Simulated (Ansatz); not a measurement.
A run of Ansatz 0.2.0 is set up as follows.

input.yaml

```yaml
crystal:
  lattice:
    - [0.0, 2.035, 2.035]
    - [2.035, 0.0, 2.035]
    - [2.035, 2.035, 0.0]
  atoms:
    - { symbol: Au, position: [0.0, 0.0, 0.0] }
kpoints:
  mp_grid: { grid: [11, 11, 11] }
scf:
  occupations: { method: fermi_dirac, width: 0.05 }
hamiltonian:
  xc: pbe
  dispersion: d4
  pseudopotentials: { kind: all_electron, lapw: { basis_error: 0.001 } }
output:
  forces: true
  stress: true
relax:
  f_tol: 0.005
  max_steps: 60
  cell: {}
```

Potentials or basis: all-electron LAPW, scalar-relativistic.

Launch:

```bash
$ ansatz run input.yaml --threads 1 --pin off --max-ram 3072MiB --backend cpu --events-out ev --progress --plain --runs-dir out
```

Problem. What does it give for the relaxed volume?

Solution. 17.31 Å³/atom.

Problem. What does it give for the relaxed cell?

Solution. a = 2.904 Å, b = 2.904 Å, c = 2.904 Å, α = 60.00°, β = 60.00°, γ = 60.00°.

Problem. Estimate the space group after relaxing (to 0.05 Å).

Solution. Fm-3m (No. 225).

Step by step:
| step | energy change (eV) | largest force (eV/Å) | volume (Å³) |
| --- | --- | --- | --- |
| 1 | 0.0000 | 0.0000 | 16.85 |
| 2 | -0.0065 | 0.0000 | 17.37 |
| 3 | -0.0066 | 0.0000 | 17.31 |
| 4 | -0.0066 | 0.0000 | 17.31 |

Spin-orbit coupling is left out, which matters for the levels of Au. Zero-point motion and thermal expansion aren't in these numbers.
